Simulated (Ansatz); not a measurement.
HfN: course of a relaxation

These are results of DFT PBEsol, scalar-relativistic, plane waves, PAW in Ansatz 0.2.0, not measurements. Run with 420 eV cutoff, 16×16×16 k-mesh, Gaussian smearing of 0.10 eV, no spin polarisation.

What was changed: relaxed at 30 GPa.

A cell with an odd number of electrons and no spin polarisation is a metal by construction and may be lower with spin. Spin–orbit coupling is left out, which can shift energies with elements as heavy as these.

Other phases may be more stable at this pressure.

Command:

```bash
ansatz run input.yaml --threads 1 --pin off --max-ram 2560MiB --backend cpu --events-out ev --progress --plain --runs-dir out
```

Input:

```yaml
crystal:
  lattice:
    - [0.0, 2.1848658313, 2.1848658313]
    - [2.1848658313, 0.0, 2.1848658313]
    - [2.1848658313, 2.1848658313, 0.0]
  atoms:
    - { symbol: Hf, position: [0.0, 0.0, 0.0] }
    - { symbol: "N", position: [0.5, 0.5, 0.5] }
basis:
  ecutwfc: 420
kpoints:
  mp_grid: { grid: [16, 16, 16] }
hamiltonian:
  xc: pbesol
scf:
  occupations: { method: gaussian, width: 0.1 }
output:
  forces: true
  stress: true
  eigenvalues: true
relax:
  adjacent_minimum: "off"
  f_tol: 0.008
  max_steps: 50
  cell: { stress_tol: 0.08, p_target: 30.0 }
```

F is the free energy. Steps run on the plane waves of an earlier cell, but the last one, and at times one on the way, on a freshly chosen basis, so a repeated geometry can differ a little in energy. The relaxation lowers the enthalpy F + PV at the target pressure, so F itself can rise.

Steps:

```
step F − F(1) (eV) largest force component (eV/Å) V (Å³/atom) P (GPa)
   1         0.0000                           0.000       10.430    30.63
   2        -0.0093                           0.000       10.455    29.63
   3        -0.0059                           0.000       10.446    30.00
   4        -0.0060                           0.000       10.446    30.01
```

Relaxed structure:

```
CELL_PARAMETERS angstrom
0.00000 2.18597 2.18597
2.18597 0.00000 2.18597
2.18597 2.18597 0.00000
ATOMIC_POSITIONS crystal
Hf 0.00000 0.00000 0.00000
N 0.50000 0.50000 0.50000
```

Symmetry: Fm-3m, No. 225, cubic system. Conventional cell: a = 4.372 Å, b = 4.372 Å, c = 4.372 Å, α = 90.00°, β = 90.00°, γ = 90.00°. Hf (site symmetry m-3m) has 6 N at 2.19 Å as nearest neighbours. N (site symmetry m-3m) is surrounded by 6 Hf at 2.19 Å.

The run converged. It took 25 s on 1 thread of Arm Neoverse N1, on a shared host, peak memory 0.35 GiB.